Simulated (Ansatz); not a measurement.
P:

```
CELL_PARAMETERS angstrom
1.64774 -5.46504 0.00000
1.64774 5.46504 0.00000
0.00000 0.00000 4.54364
ATOMIC_POSITIONS crystal
P 0.90414 0.09586 0.58882
P 0.09586 0.90414 0.41118
P 0.59586 0.40414 0.08882
P 0.40414 0.59586 0.91118
```

Base run:

| Quantity | Value |
| --- | --- |
| Program | Ansatz 0.2.0 |
| Functional | PBE |
| Potentials or basis | Ansatz PAW |
| Cutoff | 420 eV |
| Density cutoff | 1680 eV |
| k mesh | 5 × 5 × 4 |
| Occupations | fermi-dirac, width 0.05 eV |
| Spin | no spin polarisation |

Its results: band gap on the k mesh 0.44 eV, direct; pressure 2.1 GPa; largest force 0.332 eV/Å.

Question: After a change of settings the same cell gave: band gap on the k mesh 0.52 eV, direct; pressure 6.5 GPa; largest force 0.457 eV/Å. Which change was it?
A. functional from PBE to revPBE
B. functional from PBE to RPBE
C. functional from PBE to BLYP
D. potentials or basis from Ansatz PAW to PseudoDojo stringent (PBE files); cutoff from 420 eV to 599 eV; density cutoff from 1680 eV to 2395 eV; k mesh from 5 × 5 × 4 to 8 × 8 × 6

Answer: C.

BLYP binds less tightly than PBE, so the same cell stands under more pressure.

Caveats: odd divisions of the mesh miss points on the zone boundary, where band edges often lie, so the gap on the mesh can be too wide; the density of states is complete only up to the lowest level of the last band computed; the potentials were made for another functional, which shifts forces and pressure (some runs); the PAW data sets come from PBE, with cores solved anew for the run's functional, which leaves a small shift of forces and pressure (some runs).

Not every run made on this cell is shown here.
